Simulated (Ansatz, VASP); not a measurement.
**InSb: VASP beside Ansatz**

The input POSCAR:

```
InSb
1.0
    0.0000000000      2.9799720000      3.3686640000
    2.9799720000      0.0000000000      3.3686640000
    2.9799720000      2.9799720000      0.0000000000
In Sb
1 1
Direct
    0.0000000000      0.0000000000      0.0000000000
    0.7500000000      0.7500000000      0.7500000000
```

INCAR.step1

```
SYSTEM = InSb
  PREC = Accurate
  ENCUT = 520
  ISMEAR = 0
  SIGMA = 0.03
  LREAL = .False.
  LASPH = .True.
  NELM = 60
  NBANDS = 16
  GGA = PE
  ALGO = Normal
  EDIFF = 1E-4
  LWAVE = .True.
  LCHARG = .False.
```

The input INCAR.step2:

```
SYSTEM = InSb
  PREC = Accurate
  ENCUT = 520
  EDIFF = 1E-6
  ISMEAR = 0
  SIGMA = 0.03
  LREAL = .False.
  LASPH = .True.
  NELM = 60
  ALGO = Normal
  ISIF = 2
  LWAVE = .False.
  LCHARG = .False.
  METAGGA = R2SCAN
  LMIXTAU = .True.
  NBANDS = 16
  ISTART = 1
```

File KPOINTS:

```
Automatic mesh
0
Gamma
  10 10 10
  0 0 0
```

Input for Ansatz:

```yaml
crystal:
  lattice:
    - [0.0, 2.979972, 3.368664]
    - [2.979972, 0.0, 3.368664]
    - [2.979972, 2.979972, 0.0]
  atoms:
    - { symbol: In, position: [0.0, 0.0, 0.0] }
    - { symbol: Sb, position: [0.75, 0.75, 0.75] }
basis:
  ecutwfc: 500
kpoints:
  mp_grid: { grid: [10, 10, 10] }
hamiltonian:
  xc: r2scan
scf:
  occupations: { method: gaussian, width: 0.03 }
output:
  forces: true
  stress: true
  eigenvalues: true
```

Change from the starting cell: strain -0.080 along x and y, +0.040 along z, atoms carried along.

Alike in both runs: task single point; functional r2SCAN; k mesh 10 × 10 × 10; occupations gaussian, width 0.03 eV; no spin polarisation.

```csv
,VASP,Ansatz
version,VASP 6.6.1,Ansatz 0.2.0
potentials or method,"VASP PAW PBE potentials, release 64 (In_d, Sb)","scalar-relativistic, plane waves, PAW"
plane-wave cutoff (eV),520,500
valence electrons in the cell,18,28
```

|  | VASP | Ansatz | Ansatz less VASP |
| --- | --- | --- | --- |
| gap on the k mesh at the Fermi level (eV) | 0.56 | 0.57 | +0.010 |
| least direct gap on the mesh (eV) | 0.66 | 0.65 | -0.005 |
| pressure (GPa) | 10.1 | 10.1 | -0.01 |
| largest component of the traceless stress (GPa) | 2.94 | 2.92 | -0.015 |

With one functional, cell and mesh, what is left measures potentials, basis and numerics. The two sets of potentials don't hold the same shells in valence.

Caveats: the PAW data sets were made with another functional, which shifts forces and pressure a little (VASP); spin-orbit coupling is left out, which moves the levels of the heavy elements. A k mesh can miss the band edges.
